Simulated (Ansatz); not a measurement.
Runs of Ansatz 0.2.0 on CoO. It takes space group R3m (No. 160, trigonal). The conventional cell has a = 3.204 Å, b = 3.204 Å, c = 7.699 Å, α = 90.00°, β = 90.00°, γ = 120.00°. Co (site symmetry 3m) has 4 O at 1.91 to 1.96 Å as nearest neighbours. O (site symmetry 3m) is surrounded by 4 Co at 1.91 to 1.96 Å. Measurements of this composition are mostly on another form, of space group No. 225.

```csv
task,level,potentials or basis,spin,k mesh,cutoff (eV),smearing,basis error allowed,gap on the mesh (eV),pressure (GPa),moment (μB),largest force (eV/Å)
band structure,LDA,"all-electron LAPW, scalar-relativistic","collinear, ferromagnetic start",10 × 10 × 10,455,fermi-dirac 0.05 eV,0.001 eV/atom,-,-15.9,(b),0.19
single point,LDA,"all-electron LAPW, scalar-relativistic","collinear, ferromagnetic start",10 × 10 × 10,455,gaussian 0.1 eV,0.001 eV/atom,none,-15.9,2.64,0.19
band structure,PBEsol,"all-electron LAPW, inner shells corrected to Dirac's equation","collinear, ferromagnetic start",10 × 10 × 10,455,fermi-dirac 0.05 eV,0.001 eV/atom,-,-7.9,2.78,0.22
single point,PBEsol,"all-electron LAPW, scalar-relativistic","collinear, ferromagnetic start",10 × 10 × 10,455,fermi-dirac 0.05 eV,0.001 eV/atom,none,-7.9,2.78,0.22
band structure,PBEsol,"all-electron LAPW, scalar-relativistic","collinear, ferromagnetic start",7 × 7 × 7,455,fermi-dirac 0.05 eV,0.001 eV/atom,-,-7.9,2.79,(a)
band structure,LDA,"all-electron LAPW, scalar-relativistic","collinear, ferromagnetic start",7 × 7 × 7,455,fermi-dirac 0.05 eV,0.001 eV/atom,-,-15.2,2.70,0.20
single point,PBEsol,"all-electron LAPW, scalar-relativistic",off,10 × 10 × 10,455,fermi-dirac 0.05 eV,0.001 eV/atom,none,-21.7,-,0.17
band structure,PBEsol,all-electron PAW datasets made for the crystal,"collinear, ferromagnetic start",10 × 10 × 10,480,fermi-dirac 0.05 eV,-,-,-7.9,2.78,0.22
```

Alike in all rows: cell as given.

Question: Estimate the missing entries.

Answer: (a) 0.23; (b) 2.63.

Caveats: semilocal functionals often make such compounds metallic where correlation or magnetic order opens a gap, which also shifts bond lengths; a cell with one magnetic atom can't hold antiferromagnetic order, which such compounds often take (some runs); the k mesh is thin for a metal, which can move the energy by tens of meV per atom (some runs); so large a pressure means that the cell lies far from this level's equilibrium, or that cutoff or potentials fall short (some runs); an odd number of electrons without spin polarisation forces a metal (some runs); a magnetic or distorted state may lie lower (some runs).

A k mesh can miss the band edges.

A gap of «none» marks a metal or a gap under the smearing width.

Not every run made on this cell is shown here.
